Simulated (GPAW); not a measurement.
# Pr (P6_3/mmc) in GPAW: single point with r2SCAN

Aim: the single point of Pr with r2SCAN.

Everything below comes from runs of GPAW 26.7.0. Logs are shortened: lines on timing, memory, paths and dates and some standing lists are left out, and cuts for length are marked. The log counts tension as positive stress, the text compression.

## Step 1: The crystal as given

Symmetry: P6_3/mmc, No. 194, hexagonal system. Conventional cell: a = 3.669 Å, b = 3.669 Å, c = 5.920 Å, α = 90.00°, β = 90.00°, γ = 120.00°. Around Pr (site symmetry -6m2) lie 12 Pr at 3.64 to 3.67 Å.

This isn't the form of Pr at room conditions, which is double hcp.

## Step 2: Single point, r2SCAN, collinear spin, ferromagnetic start

Input file run.py:

```python
from ase import Atoms
from ase.dft.bandgap import bandgap
from ase.io import write
from ase.units import GPa
from gpaw import GPAW, PW

atoms = Atoms(['Pr', 'Pr'],
              cell=[[3.669, 0.0, 0.0],
                    [-1.8345, 3.1774472065, 0.0],
                    [0.0, 0.0, 5.92]],
              scaled_positions=[[0.6666666667, 0.3333333333, 0.75],
                                [0.3333333333, 0.6666666667, 0.25]],
              pbc=True)
atoms.set_initial_magnetic_moments([3.0, 3.0])

calc = GPAW(mode=PW(550),
            xc='MGGA_X_R2SCAN+MGGA_C_R2SCAN',
            kpts={'size': (7, 7, 4), 'gamma': True},
            occupations={'name': 'fermi-dirac', 'width': 0.05},
            nbands=31,
            maxiter=120,
            txt='gpaw.txt')
atoms.calc = calc
energy = atoms.get_potential_energy()
forces = atoms.get_forces()
stress = atoms.get_stress()
calc.write('gs.gpw')
write('result.traj', atoms)
print(f'Energy: {energy:.6f} eV')
print('Forces (eV/A):')
print(forces.round(4))
print('Stress (GPa):', (stress / GPa).round(3))
print('Moments:', calc.get_magnetic_moments().round(3))
print('Fermi level:', round(calc.get_fermi_level(), 4), 'eV')
print(f'Gap: {bandgap(calc)[0]:.4f} eV, direct: {bandgap(calc, direct=True)[0]:.4f} eV')
```

Potentials or basis: GPAW PAW data sets (gpaw-data 1.2.1), pw.

Run with:

```bash
$ OMP_NUM_THREADS=1 python run.py
```

gpaw.txt:

```text
__  _  _
 | _ |_)|_||  |
 |__||  | ||/\| - 26.7.0

Input parameters:
  mode=PW(ecut=550.0),
  kpts=MonkhorstPack(size=(7, 7, 4), gamma=True),
  maxiter=120,
  nbands=31,
  occupations=Occupations(name='fermi-dirac', width=0.05),
  xc=XC(name='MGGA_X_R2SCAN+MGGA_C_R2SCAN')

Diagonalizing LCAO Hamiltonian
Converting LCAO to pw mode

           Pr

        Pr

Atoms  # Å, Bohr magnetons
|   | symbol |         x |        y |        z |    initial magnetic moments |
|---|--------|-----------|----------|----------|-----------------------------|
| 0 |     Pr |  1.834500 | 1.059149 | 4.440000 | ( 0.0000,  0.0000,  3.0000) |
| 1 |     Pr | -0.000000 | 2.118298 | 1.480000 | ( 0.0000,  0.0000,  3.0000) |

Unit cell  # Å
| periodic |         x |        y |        z |  lengths |     angles |
|----------|-----------|----------|----------|----------|------------|
|      yes |  3.669000 | 0.000000 | 0.000000 | 3.669000 |  90.000000 |
|      yes | -1.834500 | 3.177447 | 0.000000 | 3.669000 |  90.000000 |
|      yes |  0.000000 | 0.000000 | 5.920000 | 5.920000 | 120.000000 |

Number of symmetries: 12
Symmetry operations  # r_c * U_cc + t_c -> r_c
|    | kind |            matrix            |
|----|------|------------------------------|
|  0 |  σ   |  1, 1, 0,  0,-1, 0,  0, 0, 1 |
|  1 |  S6  |  1, 1, 0, -1, 0, 0,  0, 0,-1 |
|  2 |  E   |  1, 0, 0,  0, 1, 0,  0, 0, 1 |
|  3 |  C2  |  1, 0, 0, -1,-1, 0,  0, 0,-1 |
|  4 |  C2  |  0, 1, 0,  1, 0, 0,  0, 0,-1 |
|  5 |  C3  |  0, 1, 0, -1,-1, 0,  0, 0, 1 |
|  6 |  S6  |  0,-1, 0,  1, 1, 0,  0, 0,-1 |
|  7 |  σ   |  0,-1, 0, -1, 0, 0,  0, 0, 1 |
|  8 |  σ   | -1, 0, 0,  1, 1, 0,  0, 0, 1 |
|  9 |  i   | -1, 0, 0,  0,-1, 0,  0, 0,-1 |
| 10 |  C3  | -1,-1, 0,  1, 0, 0,  0, 0, 1 |
| 11 |  C2  | -1,-1, 0,  0, 1, 0,  0, 0,-1 |

BZ-sampling:
  Number of BZ points: 196
  Number of IBZ points: 28

  Monkhorst-Pack size: [7, 7, 4]
  Monkhorst-Pack shift: [0.0, 0.0, 0.125]

K-points  # in reciprocal-cell coordinates
|     |                                coordinates |     weight |
|-----|--------------------------------------------|------------|
|   0 | (  0.00000000,   0.00000000,   0.00000000) | 0.00510204 |
|   1 | (  0.00000000,   0.00000000,   0.25000000) | 0.01020408 |
|   2 | (  0.00000000,   0.00000000,   0.50000000) | 0.00510204 |
|   3 | (  0.14285714,   0.00000000,  -0.25000000) | 0.03061224 |
|   4 | (  0.14285714,   0.00000000,   0.00000000) | 0.03061224 |
|   5 | (  0.14285714,   0.00000000,   0.25000000) | 0.03061224 |
|   6 | (  0.14285714,   0.00000000,   0.50000000) | 0.03061224 |
|   7 | (  0.28571429,  -0.14285714,   0.00000000) | 0.03061224 |
|   8 | (  0.28571429,  -0.14285714,   0.25000000) | 0.06122449 |
|   9 | (  0.28571429,  -0.14285714,   0.50000000) | 0.03061224 |
| ... |                                            |            |
|  27 | (  0.42857143,   0.42857143,   0.50000000) | 0.03061224 |

Plane wave coefficients: 2030
Cutoff: 550.0 eV

Spin-components: 2 (collinear spins)
Bands:           31
Projectors:      16
Spin-degeneracy: 1
Datatype:        complex128

Parallelization:
  kpt:    1
  domain: 1
  band:   1

Density:
  Valence electrons: 26.0
  Components: 2
  Grid points: [20 20 35]
  Charge: 0.0  # |e|

Potential:
  Grid points: [20 20 35]

species:
  Pr:
    name:    Praseodymium
    Z:       59.0
    valence: 13
    core:    46
    charge:  0.0  # [|e|]
    compensation charges:
      type: gauss
      rc: 0.35  # [Å]
      lmax: 2
    cutoffs:
      filter: 1.17  # [Å]
      core: 2.12  # [Å]
    projectors
    | kind |    occ | energy [eV] | rcut [Å] |
    |------|--------|-------------|----------|
    |   5s |  2.000 |     -39.028 |    1.164 |
    |   6s |  2.000 |      -3.462 |    1.164 |
    |   5p |  6.000 |     -21.474 |    1.164 |
    |   6p |  0.000 |      -1.245 |    1.164 |
    |   5d |  0.000 |      -2.024 |    1.164 |
    |   4f |  3.000 |      -1.247 |    1.164 |
    |    d |        |      25.188 |    1.164 |
    |    f |        |      25.964 |    1.164 |

    Using partial waves for Pr as LCAO basis

Reference energy: -502719.094378  # eV

eigensolver:
  PPCG
  Converge bands: occupied
  niter=2

density mixing:
  MSR1-Mixer
  Pratt-step length: 0.05
  Maximum mixing coefficient: 0.75
  Old densities: 10
  SVD Regularization: 0.005
  Good broyden scale: 1.0
  Trust region scale: 1.0
  Backstep threshold: 4.0
  History deletion threshold: 6.0
  Fourier metric: weight=20.0, sigma=0.015

occupation numbers:
  Fermi-Dirac:
    width: 0.0500  # eV

poisson solver:
  ecut: 4400.0  # eV

xc functional:
  name: MGGA_X_R2SCAN+MGGA_C_R2SCAN with 2 nearest neighbor stencil

convergence criteria:
- Maximum [total energy] change in last 3 cyles: 0.0005 eV / valence electron
- Maximum integral of absolute [dens]ity change: 0.0001 electrons / valence electron
- Maximum integral of absolute [eigenst]ate change: 4e-08 eV^2 / valence electron
maximum number of iterations: 120

SCF iterations
|iter     | |      energy | eigst |  dens |  magmom |
|---------|-|-------------|-------|-------|---------|
|iter:   1| |  -69.609504 | -0.45 |       |  +6.0194|
|iter:   2| |  -48.178842 | -1.07 | -0.25 |  +5.7738|
|iter:   3| |  -88.537339 | +0.87 | -0.30 |  +2.4895|
|iter:   4| |  -42.638176 | +0.08 | -0.08 |  +4.0329|
|iter:   5| |  -46.703000 | +0.21 | -0.26 |  +5.7085|
|iter:   6| |  -36.887545 | -0.04 | -0.32 |  +4.8010|
|iter:   7| |  -37.259151 | -1.27 | -0.88 |  +5.0935|
|iter:   8| |  -37.134949 | -1.47 | -0.93 |  +4.9629|
|iter:   9| |  -37.073546 | -1.82 | -1.04 |  +5.2423|
|iter:  10| |  -37.117521 | -2.46 | -1.38 |  +5.4423|
|iter:  11| |  -37.096066 | -2.96 | -1.34 |  +5.4931|
|iter:  12| |  -37.149071 | -2.60 | -1.54 |  +5.9310|
|iter:  13| |  -37.175312 | -2.24 | -2.06 |  +6.2206|
|iter:  14| |  -37.185380 | -2.32 | -2.29 |  +6.3591|
|iter:  15| |  -37.185959c| -3.81 | -2.36 |  +6.2433|
|iter:  16| |  -37.187252c| -3.67 | -2.39 |  +6.2546|
|iter:  17| |  -37.187974c| -3.51 | -2.62 |  +6.2649|
|iter:  18| |  -37.188031c| -4.11 | -2.91 |  +6.2443|
|iter:  19| |  -37.187896c| -4.26 | -3.00 |  +6.2184|
|iter:  20| |  -37.187900c| -5.90 | -3.64 |  +6.2157|
|iter:  21| |  -37.187915c| -5.98 | -3.85 |  +6.2193|
|iter:  22| |  -37.187923c| -5.73 | -4.19c|  +6.2188|
|iter:  23| |  -37.187921c| -6.09 | -4.27c|  +6.2192|
|iter:  24| |  -37.187920c| -7.00 | -4.66c|  +6.2189|
|iter:  25| |  -37.187921c| -7.75c| -5.01c|  +6.2191|

Converged in 25 steps
Energy contributions relative to reference atoms: (reference = -502719.094378)

Energy contributions:
  Kinetic:        -130.608471
  Coulomb:         113.990659
  Zero:              3.344737
  External:          0.000000
  Xc:              -23.816579
  Entropy:          -0.196533
  Spinorbit:         0.000000
  ----------------------------
  Free energy:     -37.286187
  Extrapolated:    -37.187921

dipole moment: (0.000003, 0.000005, 0.000010)  # |e|*Ang

Total magnetic moment: (0.000000, 0.000000, 6.219073)

Local magnetic moments
|        x |        y |        z |
|----------|----------|----------|
| 0.000000 | 0.000000 | 2.279138 |  # Pr   0
| 0.000000 | 0.000000 | 2.279138 |  # Pr   1

Fermi level: 9.790
Eigenvalues  # (at kpt = [0.000, 0.000, 0.000])
| band index |      eig [eV] | occ [0-1] |      eig [eV] | occ [0-1] |
|------------|---------------|-----------|---------------|-----------|
|          0 |       -27.869 |     1.000 |       -26.423 |     1.000 |
|        ... |               |           |               |           |
|          4 |        -8.829 |     1.000 |        -7.644 |     1.000 |
|          5 |        -8.649 |     1.000 |        -7.471 |     1.000 |
|          6 |        -8.649 |     1.000 |        -7.471 |     1.000 |
|          7 |        -8.635 |     1.000 |        -7.457 |     1.000 |
|          8 |         5.497 |     1.000 |         6.841 |     1.000 |
|          9 |         7.198 |     1.000 |         8.951 |     1.000 |
|         10 |         9.453 |     0.999 |        11.461 |     0.000 |
|         11 |         9.488 |     0.998 |        11.666 |     0.000 |
|         12 |         9.642 |     0.951 |        11.679 |     0.000 |
|         13 |         9.805 |     0.429 |        11.732 |     0.000 |
|         14 |         9.808 |     0.413 |        11.740 |     0.000 |
|         15 |         9.811 |     0.396 |        11.741 |     0.000 |
|         16 |         9.826 |     0.327 |        11.779 |     0.000 |
|         17 |         9.827 |     0.322 |        11.779 |     0.000 |
|         18 |         9.868 |     0.174 |        11.844 |     0.000 |
|        ... |               |           |               |           |
|         30 |        12.820 |     0.000 |        13.874 |     0.000 |

No gap
No difference between direct/indirect transitions

Forces  # eV/Ang
|       x |        y |        z |
|---------|----------|----------|
| 0.00000 | -0.00000 | -0.00024 |  # Pr   0
| 0.00000 |  0.00000 |  0.00024 |  # Pr   1

Stress tensor  # eV/Ang^3
|        x |        y |        z |
|----------|----------|----------|
| 0.014868 | 0.000000 | 0.000000 |
| 0.000000 | 0.014868 | 0.000000 |
| 0.000000 | 0.000000 | 0.008156 |

# Writing to gs.gpw (mode='')
```

Run time: 7.5 min. Hardware: 1 thread of Arm Neoverse V1, shared host; peak memory 1 GiB.

These settings aren't checked as converged: the numbers below hold their error.

Results:

* Free energy: -37.2862 eV
* Pressure: -2.0 GPa
* Band gap on the k mesh: none (metal or under the smearing width)
* Net moment: 6.22 μB per cell
* Site moments: Pr +2.28 μB

Caveat: the cutoff is short for stress and forces, so pressures can be off by a GPa or more; one-centre terms of the f shell are cut off; the magnetic or orbital state may not be the lowest; the PAW data sets were made with another functional, which shifts forces and pressure a little; spin-orbit coupling is left out, which moves the levels of the heavy elements.
